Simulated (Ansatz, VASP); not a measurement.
**One calculation of TaSi2, two programs**

File INCAR:

```
SYSTEM = TaSi2
PREC     = Accurate       ! precision mode
ENCUT    = 600            ! plane-wave cutoff, eV
EDIFF    = 1E-6           ! SCF threshold, eV
ISMEAR   = 0              ! smearing method
SIGMA    = 0.1            ! smearing width, eV
LREAL    = .FALSE.        ! projectors in reciprocal space
LASPH    = .TRUE.         ! aspherical terms in the spheres
NELM     = 80             ! most SCF steps
ALGO     = Normal         ! electronic algorithm
ISIF     = 3              ! what is computed and relaxed
LWAVE    = .FALSE.        ! write WAVECAR
LCHARG   = .FALSE.        ! write CHGCAR
GGA      = PE             ! functional
IBRION   = 2              ! ionic algorithm
NSW      = 100            ! ionic steps
EDIFFG   = -0.01          ! ionic threshold
```

KPOINTS

```
Automatic mesh
0
G
  12 12 18
  0 0 0
```

The input POSCAR:

```
TaSi2
1.0
    4.4125203022      0.0000000000      0.0000000000
   -2.2062601511      3.8213546764      0.0000000000
    0.0000000000      0.0000000000      2.6482505373
Ta Si
1 2
Direct
    0.0000000000      0.0000000000      0.0000000000
    0.3333333333      0.6666666667      0.5000000000
    0.6666666667      0.3333333333      0.5000000000
```

Input for Ansatz:

```yaml
crystal:
  lattice:
    - [4.4125203022, 0.0, 0.0]
    - [-2.2062601511, 3.8213546764, 0.0]
    - [0.0, 0.0, 2.6482505373]
  atoms:
    - { symbol: Ta, position: [0.0, 0.0, 0.0] }
    - { symbol: Si, position: [0.3333333333, 0.6666666667, 0.5] }
    - { symbol: Si, position: [0.6666666667, 0.3333333333, 0.5] }
basis:
  ecutwfc: 420
kpoints:
  mp_grid: { grid: [12, 12, 18] }
hamiltonian:
  xc: pbe
scf:
  occupations: { method: gaussian, width: 0.1 }
output:
  forces: true
  stress: true
  eigenvalues: true
  write_density: true
  write_potential: true
  elf: true
  volumetric_format: npy
relax:
  adjacent_minimum: "off"
  f_tol: 0.01
  max_steps: 80
  cell: { stress_tol: 0.05 }
```

Alike in both runs: task relaxation of cell and atoms; functional PBE; k mesh 12 × 12 × 18; occupations gaussian, width 0.1 eV; no spin polarisation.

|  | VASP | Ansatz |
| --- | --- | --- |
| version | VASP 6.6.1 | Ansatz 0.2.0 |
| potentials or method | VASP PAW PBE potentials, release 64 (Ta_pv, Si) | scalar-relativistic, plane waves, PAW |
| plane-wave cutoff (eV) | 600 | 420 |
| valence electrons in the cell | 19 | 21 |

|  | VASP | Ansatz | Ansatz less VASP |
| --- | --- | --- | --- |
| gap on the k mesh at the Fermi level, each at its own relaxed structure (eV) | none | none | - |
| relaxed volume (Å³/atom) | 14.87 | 14.86 | -0.010 |
| relaxed cell length with the largest relative difference (Å) | 2.650 | 2.649 | -0.0008 |

A gap of «none» marks a metal or a gap that the smearing closes. The two sets of potentials don't hold the same shells in valence.

Spin-orbit coupling is left out, which matters for the levels of Ta.
